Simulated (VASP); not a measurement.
Input of a VASP 6.6.1 run:

Contents of INCAR:

```
PREC     = Accurate       # precision mode
ENCUT    = 600            # plane-wave cutoff, eV
EDIFF    = 1E-7           # SCF threshold, eV
ISMEAR   = 0              # smearing method
SIGMA    = 0.03           # smearing width, eV
LREAL    = False          # projectors in reciprocal space
LASPH    = True           # aspherical terms in the spheres
NELM     = 80             # most SCF steps
ALGO     = Normal         # electronic algorithm
ISIF     = 3              # what is computed and relaxed
LWAVE    = False          # write WAVECAR
LCHARG   = False          # write CHGCAR
GGA      = PE             # functional
IBRION   = 2              # ionic algorithm
NSW      = 90             # ionic steps
EDIFFG   = -0.005         # ionic threshold
```

KPOINTS

```
regular mesh
0
Gamma
  8 8 8
```

Contents of POSCAR:

```
BaO                                     
1.0
   -0.0000000000      2.8066565104      2.8066565104
    2.8066565104      0.0000000000      2.8066565104
    2.8066565104      2.8066565104      0.0000000000
  Ba              O             
     1     1
Direct
     0.0000000000000000    0.0000000000000000    0.0000000000000000
     0.5000000000000000    0.5000000000000000    0.5000000000000000
```

Potentials or basis: VASP PAW PBE potentials, release 64 (Ba_sv, O).

Run with:

```sh
$ cat potpaw_PBE.64/Ba_sv/POTCAR potpaw_PBE.64/O/POTCAR > POTCAR
$ mpirun -np 1 vasp_std > vasp.out
```

(1) Predict the band gap on the k mesh.

Answers

(1) 2.10 eV, direct.

Caveat: the relaxation stopped at its first step, so nothing moved; spin-orbit coupling is left out, which moves the levels of the heavy elements.
